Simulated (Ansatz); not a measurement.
This script drives the Python package of Ansatz (0.2.0).

Input file `POSCAR_pbse`:
```text
PbSe
1.0
   3.78432200    0.00000000    0.00000000
   0.00000000    3.78432200    0.00000000
   0.00000000    0.00000000    3.78432200
Pb Se
1 1
Direct
   0.00000000    0.00000000    0.00000000
   0.50000000    0.50000000    0.50000000
```

Script `pbse.py`:
```python
from pathlib import Path

import ansatz as az
from ase.io import read
import numpy as np

OCCUPATIONS = "fermi_dirac"
WIDTH_EV = 0.1
XC = "LDA"
MESH = (6, 6, 6)

atoms = read("POSCAR_pbse", format="vasp")
crystal = az.Crystal.from_ase(atoms)

setup = (
    crystal.calculation()
    .pseudopotentials("paw")
    .occupations(OCCUPATIONS, width=WIDTH_EV)
    .functional(XC)
    .basis(16 * az.Ha)
    .kpoints(*MESH)
    .phonons("dfpt", points=[(0, 0, 0), (0.5, 0.5, 0.5), (0.5, 0, 0)])
)
res = setup.run(threads=1, runs_dir="runs")
ph = res.phonons

for q in ph.qpoints:
    thz = np.asarray(q.omega_inv_cm) / 33.35641
    print("q = ({:.2f}, {:.2f}, {:.2f})".format(*q.q_frac), np.round(thz, 2) + 0.0, "THz")
```

It is started by `python pbse.py`. Estimate its wall time and peak memory on 1 thread of Arm Neoverse V1 (shared host).

It took about 46 s, with a peak of 0.54 GiB, for 1 run of the engine.

```console
$ python pbse.py
q = (0.00, 0.00, 0.00) [-2.17 -2.17 -2.17  0.    0.    0.  ] THz
q = (0.50, 0.50, 0.50) [1.47 1.47 1.47 2.79 2.79 2.79] THz
q = (0.50, 0.00, 0.00) [-2.04 -2.04 -0.64 -0.64  2.32  3.66] THz
```

The cell isn't relaxed first, so the values belong to this volume. The mesh is modest for a metal, so energies can be off by several to tens of meV an atom and pressures by half a GPa or more; differences at equal mesh fare better. A negative frequency stands for an imaginary mode. Spin-orbit coupling, which matters for elements this heavy, is left out. No non-analytic term is added, so at the zone centre the longitudinal optical modes of a polar crystal aren't split off. The structure comes from a database of computed cells and needn't be a stable or known phase. The structure is taken as given; imaginary modes can come from an unrelaxed or unstable start.
